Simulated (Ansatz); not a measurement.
TiB2:

```xyz
3
Lattice="3.0292 0.0000 0.0000 -1.5146 2.6234 0.0000 0.0000 0.0000 3.2284" Properties=species:S:1:pos:R:3 pbc="T T T"
Ti    0.0000    0.0000    0.0000
B     1.5146    0.8745    1.6142
B     0.0000    1.7489    1.6142
```

Base run:

| Item | Value |
| --- | --- |
| Program | Ansatz 0.2.0 |
| Functional | PBEsol |
| Potentials or basis | all-electron LAPW, scalar-relativistic |
| Cutoff | 282 eV |
| Density cutoff | 1126 eV |
| Basis error allowed | 0.002 eV/atom |
| k mesh | 10 × 10 × 8 |
| Occupations | fermi-dirac, width 0.05 eV |
| Spin | no spin polarisation |

Its results: pressure -5.1 GPa.

Q: The run is repeated on the same cell with these changes: hubbard terms from none to Ti d U = 8 eV. What comes out?

A: Pressure 2.9 GPa.

Caveats: U is the effective U less J, on atomic orbitals that reach past the spheres (some runs); U without spin polarisation on a metal has little footing (some runs); the U is typed as a test and isn't derived for this compound (some runs).

Not every run made on this cell is shown here.
